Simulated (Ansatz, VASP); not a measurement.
# Two plane-wave programs on Al

INCAR

```
  PREC = Accurate
  ENCUT = 600
  EDIFF = 1E-7
  ISMEAR = 0
  SIGMA = 0.1
  LREAL = F
  LASPH = T
  NELM = 100
  ALGO = Normal
  ISIF = 3
  LWAVE = F
  LCHARG = F
  GGA = PS
  IBRION = 2
  NSW = 90
  EDIFFG = -0.04
```

KPOINTS

```
regular mesh
0
Gamma
  9 9 6
```

POSCAR

```
Al
1.0
    2.7452437044      0.0000000000      0.0000000000
   -1.3726218522      2.3774507876      0.0000000000
    0.0000000000      0.0000000000      2.5650870863
Al
1
Direct
    0.0000000000      0.0000000000      0.0000000000
```

Input for Ansatz:

```yaml
crystal:
  lattice:
    - [2.7452437044, 0.0, 0.0]
    - [-1.3726218522, 2.3774507876, 0.0]
    - [0.0, 0.0, 2.5650870863]
  atoms:
    - { symbol: Al, position: [0.0, 0.0, 0.0] }
basis:
  ecutwfc: 420
kpoints:
  mp_grid: { grid: [9, 9, 6] }
hamiltonian:
  xc: pbesol
scf:
  occupations: { method: gaussian, width: 0.1 }
  lower_state_search: "off"
output:
  forces: true
  stress: true
  eigenvalues: true
relax:
  adjacent_minimum: "off"
  f_tol: 0.04
  max_steps: 70
  cell: { stress_tol: 0.4 }
```

Alike in both runs: task relaxation of cell and atoms; functional PBEsol; k mesh 9 × 9 × 6; occupations gaussian, width 0.1 eV; no spin polarisation.

|  | VASP | Ansatz |
| --- | --- | --- |
| version | VASP 6.6.1 | Ansatz 0.2.0 |
| potentials or method | VASP PAW PBE potentials, release 64 (Al) | scalar-relativistic, plane waves, PAW |
| plane-wave cutoff (eV) | 600 | 420 |
| valence electrons in the cell | 3 | 3 |

Ansatz gave:

| Quantity | Value |
| --- | --- |
| gap on the k mesh at the Fermi level, each at its own relaxed structure (eV) | none |
| relaxed volume (Å³/atom) | 18.31 |
| relaxed cell length with the largest relative difference (Å) | 2.766 |
| energy change over the relaxation (meV/atom) | -93 |

What did VASP give for the same quantities?

gap on the k mesh at the Fermi level, each at its own relaxed structure (eV): none; relaxed volume (Å³/atom): 18.35; relaxed cell length with the largest relative difference (Å): 2.769; energy change over the relaxation (meV/atom): -94.

A gap of «none» marks a metal or a gap that the smearing closes.

Caveats: the k mesh is coarse (spacing up to 0.41 Å⁻¹), so the values aren't converged; the PAW data sets were made with another functional, which shifts forces and pressure a little (VASP).
